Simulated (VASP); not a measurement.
Crystal: ZnS.

```
Zn S
1.0
     0.00000    2.70200    2.70200
     2.70200    0.00000    2.70200
     2.70200    2.70200    0.00000
Zn S
1 1
Direct
  0.25000 0.25000 0.25000
  0.00000 0.00000 0.00000
```

```yaml
Program: VASP 6.6.1
Task: relaxation of cell and atoms
Functional: PBEsol
Potentials_or_basis: VASP PAW PBE potentials, release 64 (Zn, S)
Cutoff: 600 eV
k_mesh: 10 × 10 × 10
Occupations: gaussian, width 0.03 eV
Spin: no spin polarisation
```

At the start: pressure -1.7 GPa; volume 19.73 Å³/atom.

**Question.** Where does the relaxation end?

**Answer.** Over 3 steps the energy falls by 2.7 meV/atom and the volume is 19.26 Å³/atom (-2.4 %); space group F-43m (No. 216, to 0.05 Å).

The path:
```tsv
step	energy change (eV)	largest force (eV/Å)	pressure (GPa)	volume (Å³)
1	0.0000	0.0000	-1.73	39.45
2	-0.0049	0.0000	0.60	38.25
3	-0.0054	0.0000	-0.03	38.51
```

Final structure:
```
Zn S
1.0
     0.00000    2.68033    2.68033
     2.68033    0.00000    2.68033
     2.68033    2.68033    0.00000
Zn S
1 1
Cartesian
  1.3402 1.3402 1.3402
  0.0000 0.0000 0.0000
```

Caveat: the PAW data sets were made with another functional, which shifts forces and pressure a little.
